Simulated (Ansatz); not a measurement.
InCuS2 under a change: uniaxial strain ε_zz = −0.41 %

The reference is InCuS$_{2}$ in the chalcopyrite structure (space group I-42d, No. 122; a = 5.522 Å, c = 11.130 Å). Axes: x, y, z lie along a, b, c of the conventional cell.

Modification: the cell is compressed by 0.41 % along z with no lateral relaxation; the atoms relax in the strained cell.

Level of theory: Ansatz (a first-principles code) r2SCAN, spin-orbit coupling left out. Settings: 9×9×9 k-points, 0.05 eV Fermi–Dirac smearing.

```csv
quantity,base,changed,shift
volume per atom,21.21 Å³,21.12 Å³,-0.09 Å³
space group,I-42d (No. 122),I-42d (No. 122),–
shortest interatomic distance,2.311 Å,2.307 Å,-0.004 Å
energy relative to the base (free energy F),0 meV/atom,+0.1 meV/atom,+0.1 meV/atom
"pressure (mean of the normal stresses, compression positive)",0.00 GPa,0.31 GPa,+0.31 GPa
band gap,0.36 eV,0.37 eV,+0.01 eV
gap character,direct at Γ,direct at Γ,–
width of the top valence band,0.79 eV,0.81 eV,+0.02 eV
"valence-band top at Γ (three highest levels, from the VBM)","0.00, -0.02, -0.02 eV","0.00, -0.03, -0.03 eV",–
"stress (xx, yy, zz, yz, xz, xy; compression positive)",–,"(0.26, 0.26, 0.40, 0.00, 0.00, 0.00) GPa",–
```

Final structure:

```yaml
crystal:
  lattice:
    - [-2.76098, 2.76098, 5.54234]
    - [2.76098, -2.76098, 5.54234]
    - [2.76098, 2.76098, -5.54234]
  atoms:
    - { symbol: Cu, position: [0.75000, 0.25000, 0.50000] }
    - { symbol: Cu, position: [0.00000, 0.00000, 0.00000] }
    - { symbol: In, position: [0.25000, 0.75000, 0.50000] }
    - { symbol: In, position: [0.50000, 0.50000, 0.00000] }
    - { symbol: S, position: [0.09656, 0.12500, 0.47156] }
    - { symbol: S, position: [0.65344, 0.62500, 0.52844] }
    - { symbol: S, position: [0.37500, 0.90344, 0.02844] }
    - { symbol: S, position: [0.87500, 0.34656, 0.97156] }
```

Cost of the whole job for the changed cell (relaxation, final SCF and bands): very roughly 5 core-minutes.

Stability against distortions was not tested. The final runs are not spin-polarised.
